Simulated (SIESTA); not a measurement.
**GaAs under changes of volume**

One of the cells (23.041 Å³/atom); the others are scaled copies at fixed shape and fractional positions:

```
As Ga
1.0
     0.00000    2.84557    2.84557
     2.84557    0.00000    2.84557
     2.84557    2.84557    0.00000
As Ga
1 1
Direct
  0.75000 0.75000 0.75000
  0.00000 0.00000 0.00000
```

* Program: SIESTA 5.4.2
* Functional: PBE
* Potentials or basis: PseudoDojo 0.4 standard (PBE files)
* Basis: DZP (energy shift 0.003 Ry; two zetas on semicore shells)
* Grid cutoff: 800 Ry
* Energy shift: 0.003 Ry
* k mesh: 8 × 8 × 8
* Occupations: fermi-dirac, width 0.05 eV
* Spin: no spin polarisation

| volume (Å³/atom) | energy over the lowest point (meV/atom) | pressure (GPa) | gap on the mesh (eV) |
| --- | --- | --- | --- |
| 21.234 | 72.87 | 9.9 | 1.19 |
| 21.686 | ? | ? | ? |
| 22.138 | 28.99 | 5.8 | 0.83 |
| 23.041 | 5.94 | 2.5 | 0.50 |
| 23.493 | 1.03 | 1.0 | 0.34 |
| 23.945 | 0.00 | -0.2 | 0.20 |

Problem. What does the run at 21.686 Å³/atom give?

Solution. Energy over the lowest point 48.03 meV/atom; pressure 7.7 GPa; gap on the mesh 1.00 eV.

Worked out: A Birch-Murnaghan fit of order 3 (a polynomial in V^(-2/3)) to the other rows has its minimum at 23.84 Å³/atom with B0 = V·E''(V) = 67 GPa and B' = 4.0. It gives 48.07 meV/atom at 21.686 Å³/atom, against the run's 48.03, and -dE/dV = 7.7 GPa, against 7.7. A straight line through the other rows of the gap, of slope -8.27 eV per unit of ln V (its deformation potential), gives 1.01 eV, against the run's 1.00.

Energies are extrapolated to zero smearing.

Caveats: the basis of atomic orbitals isn't converged, which shifts pressures, moduli and gaps.

A mesh can miss the band edges. Spin-orbit coupling on As, Ga is left out.
